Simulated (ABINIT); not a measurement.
Write the native input for ABINIT 10.8.3 (patched build) that does the following.

* Task: single point
* Functional: PBE
* Potentials or basis: JTH PAW PBE v2.0
* Cutoff: 626 eV
* k mesh: 7 × 7 × 6
* Occupations: fermi-dirac, width 0.05 eV
* Spin: no spin polarisation
* Fine-grid cutoff: 1224.51 eV
* Exchange and correlation inside the PAW spheres: full angular mesh (pawxcdev 0, this build's default; the released program takes 1)

PbO (Litharge):

```xyz
4
Lattice="3.9900 0.0000 0.0000 0.0000 3.9900 0.0000 0.0000 0.0000 5.0100" Properties=species:S:1:pos:R:3 pbc="T T T"
Pb    2.0050    0.0011    3.8280
Pb   -0.0420    2.0262    1.2396
O     1.9741    2.0212   -0.0111
O    -0.0250    0.0496    0.0413
```

The cell isn't the ideal one: atoms moved at random, drawn with an rms of 0.05 Å.

One way to write it, as run:

run.abi

```
# Pseudopotentials
pp_dirpath "./"
pseudos "Pb.GGA_PBE-JTH.xml, O.GGA_PBE-JTH.xml"

# Structure
acell 3.99 3.99 5.01 Angstrom
rprim
     1.0000000000     0.0000000000     0.0000000000
     0.0000000000     1.0000000000     0.0000000000
     0.0000000000     0.0000000000     1.0000000000
ntypat 2
znucl 82 8
natom 4
typat 1 1 2 2
xred
     0.5025100000     0.0002860000     0.7640710000
    -0.0105290000     0.5078170000     0.2474320000
     0.4947560000     0.5065610000    -0.0022200000
    -0.0062690000     0.0124200000     0.0082440000
chkprim 0
chksymtnons 0
tolsym 1.0e-6

# Plane-wave basis
ecut 23.0
pawecutdg 45.0

# k points
kptopt 1
ngkpt 7 7 6
nshiftk 1
shiftk 0.0 0.0 0.0

# Exchange and correlation
ixc 11

# Bands and occupations
nband 24
occopt 3
tsmear 0.05 eV

# SCF cycle
nstep 100
tolvrs 1.0e-9

# Output
iomode 3
prtwf 0
prteig 0
prtebands 0
enunit 1
prtden 1
prtvha 1
prtvclmb 1
prtpot 1
```

Potentials or basis: JTH PAW PBE v2.0.

Launch:

```bash
$ abinit run.abi > log 2>&1
```

It gave:

```json
{"Pressure": "2.6 GPa", "Largest force": "0.287 eV/Å", "Band gap on the k mesh": "1.37 eV, indirect (least direct gap 2.32 eV)", "Valence electrons inside the program's atomic spheres": "Pb 11.36, 11.34; O 4.51"}
```

Caveat: spin-orbit coupling is left out, which as a rule narrows the gap of such compounds by several tenths of an eV; an odd mesh through Γ misses points on the zone boundary, where band edges often lie.

Run time: 13 min on 1 thread of Arm Neoverse V1, on a shared host, peak memory 0.4 GiB.
